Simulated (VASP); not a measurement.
Crystal: Ge.

```
Ge
1.0
     5.93000    0.00000    0.00000
     0.00000    5.93000    0.00000
     0.00000    0.00000    6.98000
Ge
12
Cartesian
  0.4447 0.4447 0.0000
  2.5202 3.4097 5.2350
  5.4852 5.4852 3.4900
  3.4097 2.5202 1.7450
  0.9885 2.2237 1.7450
  0.7412 3.9535 0.0000
  4.9415 3.7062 5.2350
  5.1887 1.9765 3.4900
  3.9535 0.7412 0.0000
  3.7062 4.9415 1.7450
  1.9765 5.1887 3.4900
  2.2237 0.9885 5.2350
```

This isn't the form of Ge at room conditions, which is diamond.

| Property | Result |
| --- | --- |
| Program | VASP 6.6.1 |
| Task | relaxation of cell and atoms |
| Functional | LDA |
| Potentials or basis | VASP PAW LDA potentials, release 64 (Ge_d) |
| Cutoff | 600 eV |
| k mesh | 6 × 6 × 4 |
| Occupations | gaussian, width 0.03 eV |
| Spin | no spin polarisation |

At the start: pressure -1.3 GPa; volume 20.45 Å³/atom.

**Question.** Where does the relaxation end?

**Answer.** Over 16 steps the energy falls by 17.3 meV/atom and the volume is 19.93 Å³/atom (-2.6 %); space group P4_32_12 (No. 96, to 0.05 Å).

Step by step:
| step | energy change (eV) | largest force (eV/Å) | pressure (GPa) | volume (Å³) |
| --- | --- | --- | --- | --- |
| 1 | 0.0000 | 0.8516 | -1.30 | 245.45 |
| 2 | -0.1420 | 0.2172 | 0.45 | 239.60 |
| 3 | -0.1427 | 0.2150 | 0.53 | 239.15 |
| 4 | -0.1763 | 0.1281 | 0.22 | 240.52 |
| 5 | -0.1862 | 0.0919 | -0.05 | 241.71 |
| 6 | -0.1862 | 0.0920 | -0.19 | 241.84 |
| 7 | -0.1899 | 0.0602 | -0.05 | 240.99 |
| 8 | -0.1905 | 0.1019 | 0.16 | 240.18 |
| 9 | -0.1926 | 0.0973 | 0.26 | 240.01 |
| 10 | -0.1978 | 0.0871 | 0.29 | 239.51 |
| 11 | -0.2039 | 0.0640 | 0.34 | 238.51 |
| 12 | -0.1991 | 0.0416 | 0.57 | 236.49 |
| 13 | -0.2048 | 0.0502 | 0.43 | 237.92 |
| 14 | -0.2063 | 0.0179 | -0.28 | 239.92 |
| 15 | -0.2070 | 0.0175 | -0.02 | 239.19 |
| 16 | -0.2072 | 0.0088 | -0.06 | 239.15 |

Final structure:
```
Ge
1.0
     5.88001    0.00000    0.00000
     0.00000    5.88001    0.00000
     0.00000    0.00000    6.91705
Ge
12
Direct
  0.08840 0.08840 0.00000
  0.41160 0.58840 0.75000
  0.91160 0.91160 0.50000
  0.58840 0.41160 0.25000
  0.17174 0.37055 0.25540
  0.12945 0.67174 0.00540
  0.82826 0.62945 0.75540
  0.87055 0.32826 0.50540
  0.67174 0.12945 0.99460
  0.62945 0.82826 0.24460
  0.32826 0.87055 0.49460
  0.37055 0.17174 0.74460
```
